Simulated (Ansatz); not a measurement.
**Equation of state of Si**

```
CELL_PARAMETERS angstrom
2.53240 0.00000 0.00000
0.00000 2.53240 0.00000
0.00000 0.00000 2.53240
ATOMIC_POSITIONS crystal
Si 0.00000 0.00000 0.00000
```

The structure comes from a relaxation in the same program, started in the sc type, and has space group Pm-3m. Whether it is a known phase or the ground state wasn't checked.

Levels of theory: DFT, PBE, all-electron LAPW, scalar-relativistic (Ansatz 0.2.0); DFT, PBE, PAW with Ansatz's default frozen-core files, scalar-relativistic (Ansatz 0.2.0).

For LAPW: a Γ-centred 14×14×14 k mesh, Fermi–Dirac smearing of 0.03 eV, basis error target 0.25 meV/atom, no spin polarisation. PAW takes a cutoff of 420 eV at this cell. The Ansatz runs share mesh, smearing and spin set-up. Plane-wave (PAW) pressures include the program's estimate of the Pulay term.

The cell above is scaled evenly, with fractional coordinates and shape held.

```
V/V(cell)  V (Å³/atom)  P, LAPW (GPa)  P, PAW (GPa)  free energy over the lowest listed, PAW (meV/atom)
   0.9600       15.591           4.59          4.60                                                 9.0
   0.9800       15.916           2.17          2.17                                                 2.2
   1.0000       16.240           0.00          0.00                                                 0.0
   1.0200       16.565          -1.92         -1.92                                                 2.0
   1.0400       16.890          -3.64         -3.65                                                 7.7
```

Q: What do Birch–Murnaghan fits to the pressures give?

A: LAPW: V0 = 16.24 Å³/atom, B0 = 102 GPa, B0′ = 4.8; PAW: V0 = 16.24 Å³/atom, B0 = 102 GPa, B0′ = 4.8.

PAW's V0 lies 0.00 % from the all-electron value and its B0 0.2 %. Symmetry fixes shape and coordinates here, so this is the relaxed modulus.
